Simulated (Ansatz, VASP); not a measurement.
Two plane-wave programs on CaO

```
CELL_PARAMETERS angstrom
3.79238 0.00000 0.00000
-1.89619 3.28429 0.00000
0.00000 0.00000 4.66522
ATOMIC_POSITIONS crystal
Ca 0.33333 0.66667 0.75000
Ca 0.66667 0.33333 0.25000
O 0.33333 0.66667 0.25000
O 0.66667 0.33333 0.75000
```

Change from the starting cell: strain -0.050 along x and y, -0.025 along z, atoms carried along.

Alike in both runs: task single point; functional LDA; k mesh 9 × 9 × 6; occupations gaussian, width 0.05 eV; no spin polarisation.

|  | VASP | Ansatz |
| --- | --- | --- |
| version | VASP 6.6.1 | Ansatz 0.2.0 |
| potentials or method | VASP PAW LDA potentials, release 64 (Ca_sv, O) | scalar-relativistic, plane waves, PAW |
| plane-wave cutoff (eV) | 520 | 420 |
| valence electrons in the cell | 32 | 32 |

Ansatz gave:

| Quantity | Value |
| --- | --- |
| gap on the k mesh at the Fermi level (eV) | 3.55 |
| least direct gap on the mesh (eV) | 3.55 |
| pressure (GPa) | 7.5 |
| largest component of the traceless stress (GPa) | 3.13 |

Problem. Which values does VASP return?

Solution. gap on the k mesh at the Fermi level (eV): 3.55; least direct gap on the mesh (eV): 3.55; pressure (GPa): 8.6; largest component of the traceless stress (GPa): 3.22.

Caveats: an odd mesh through Γ misses points on the zone boundary, where band edges often lie.
